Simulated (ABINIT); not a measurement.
**A GW run on BAs (F-43m) in ABINIT, with inputs changed**

A base run on BAs (F-43m), then changed inputs.

Program: ABINIT 10.8.3. Level of theory: PBE and many-body steps on it, plane waves. Results are calculated unless marked as measured.

Report form: the programs' logs are mostly left out.

## Step 1: Set-up

Symmetry: F-43m, No. 216, cubic system. The conventional cell has a = 4.777 Å, b = 4.777 Å, c = 4.777 Å, α = 90.00°, β = 90.00°, γ = 90.00°. Nearest to B lie 4 As at 2.07 Å. As has 4 B at 2.07 Å nearest. Farther neighbours are not listed.

The cell and positions come from the Crystallography Open Database and are kept as given unless a step says otherwise.

## Step 2: Screening, 6×6×6 mesh, 126 bands, screening to 228.6 eV

This step: ABINIT 10.8.3; RPA screening on PBE, plane waves, norm-conserving pseudopotentials.

The RPA dielectric matrix is built and inverted for each q.

File run.abi:

```
acell 3*1.0 Angstrom
rprim 
  -0.000000000000 2.388500000000 2.388500000000
  2.388500000000 -0.000000000000 2.388500000000
  2.388500000000 2.388500000000 -0.000000000000
ntypat 2
znucl 5 33
natom 2
typat 1 2
xred 
  0.000000000000 0.000000000000 0.000000000000
  0.250000000000 0.250000000000 0.250000000000
pp_dirpath "pseudos"
pseudos "B.upf, As.upf"
ecut 44
ngkpt 6 6 6
nshiftk 1
shiftk 0 0 0
kptopt 1
chksymbreak 0
istwfk *1
occopt 1
irdwfk 1
optdriver 3
nband 126
ecuteps 8.4
inclvkb 2
awtr 1
symchi 1
indata_prefix "in"
outdata_prefix "out"
tmpdata_prefix "tmp"
```

The run is started by

```bash
$ OMP_NUM_THREADS=1 mpirun -n 8 abinit run.abi > log
```

Wall time 6.8 min (8 MPI ranks of Arm Neoverse N1, shared host); peak memory 1.9 GiB.

This step gave:

| Item | Value |
| --- | --- |
| ε∞ with local fields, on this mesh, along the program's q direction | 10.51 |
| the same without local fields | 11.51 |
| plasma frequency | 36.27 eV |
| plane waves in the screening matrix | 181 |

Local fields lower ε∞ by 9 %.

## Step 3: Base

The self-energy is evaluated for the states that the input lists, and the levels follow from it, in one-shot runs by the linearised quasiparticle equation.

This step: G0W0 on PBE, plane waves, norm-conserving pseudopotentials.

run.abi: that of step 2 with these lines changed.

```diff
@@ -23,8 +23,17 @@
 irdwfk 1
-optdriver 3
+optdriver 4
 nband 126
+gwcalctyp 0
+ecutsigx 44
+symsigma 1
+nkptgw 2
+kptgw 
+  0.0000000000 0.0000000000 0.0000000000
+  0.3333333333 0.3333333333 0.0000000000
+bdgw 
+  11 16
+  12 15
 ecuteps 8.4
-inclvkb 2
-awtr 1
-symchi 1
+irdscr 1
+ppmodel 1
 indata_prefix "in"
```

Wall time 21 s (8 MPI ranks); peak memory 1.6 GiB; 2.8 min of CPU time.

This step gave:

```
G0W0 gap on the points computed              : 1.895 eV
starting gap on the mesh                     : 1.293 eV
k of the valence top                         : 0, 0, 0
k of the conduction bottom                   : 0.3333, 0.3333, 0
Z at the valence top                         : 0.807
Z at the conduction bottom                   : 0.817
least direct G0W0 gap on the computed points : 4.140 eV
```

The gap on the mesh goes from 1.29 eV to 1.89 eV, a correction of +0.60 eV.

## Step 4: Coulomb singularity

run.abi: that of step 3 with these lines changed.

```diff
@@ -38,2 +38,3 @@
 ppmodel 1
+gw_icutcoul 7
 indata_prefix "in"
```

It took 20 s on 8 MPI ranks; peak memory 1.6 GiB; 2.7 min of CPU time.

Numbers from this step:

| Property | Result |
| --- | --- |
| G0W0 gap on the points computed | 1.895 eV |
| starting gap on the mesh | 1.293 eV |
| k of the valence top | 0, 0, 0 |
| k of the conduction bottom | 0.3333, 0.3333, 0 |
| Z at the valence top | 0.807 |
| Z at the conduction bottom | 0.817 |
| least direct G0W0 gap on the computed points | 4.14 eV |

Against G0W0 in ABINIT (6×6×6 mesh, 126 bands, screening to 228.6 eV, Godby-Needs plasmon pole), the gap moves by +0.000 eV.

## Step 5: Side by side

Times are wall times on 8 MPI ranks of Arm Neoverse N1, shared host, good to a factor of about two. A run's time includes the screening step that it read.

```
                run   mesh  bands  screening cutoff (eV)  DFT gap (eV)  gap on the mesh (eV)  direct (eV)  ε∞ used     time
               base  6×6×6    126                  228.6         1.293                 1.895        4.140    10.51  7.2 min
Coulomb singularity  6×6×6    126                  228.6         1.293                 1.895        4.140    10.51  7.2 min
```

## Step 6: Summary of results

* base: 1.895 eV
* Coulomb singularity: 1.895 eV
* known limits: not at the basis limit; no spin-orbit coupling

Coulomb singularity: no change against base (keys changed: gw_icutcoul). Bands and cutoff are finite, so the gap is not at the basis limit. The miss can reach some tenths of an eV and take either sign; the mesh is an error of its own. In the G0W0 runs levels were corrected at 2 k points alone, so a gap called «on the mesh» is the least over those, and an edge elsewhere would be missed. A denser mesh or path gives a starting gap of 1.21 eV: the GW mesh misses a band edge, so its gaps are not the fundamental one. The many-body steps are scalar-relativistic: spin-orbit coupling is not in them.

[Paths, hosts, dates, memory and timing lines, banners, echoed tables and standing remarks are left out of the program output.]

[Logs are printed without paths, hosts, clocks, repeated set-up lines and the standing remarks that a program may print on its own settings, such as how far it seeks lower states.]

[Runs of the session that timed out or met a known fault of the program may be left out.]

[Hosts, paths, dates, database ids (printed as entryN), source tags and the programs' standing remarks are cut or masked in the printed files.]

[G0W0 gaps are taken among the corrected bands and points alone; a level outside them can change the order at an edge.]

[Where Ansatz stands beside ABINIT at settings called matched, ABINIT's density can come from a denser mesh and the files from another edition; pairs whose starting gaps differed by over 0.03 eV were left out, so agreement reads better than it is.]
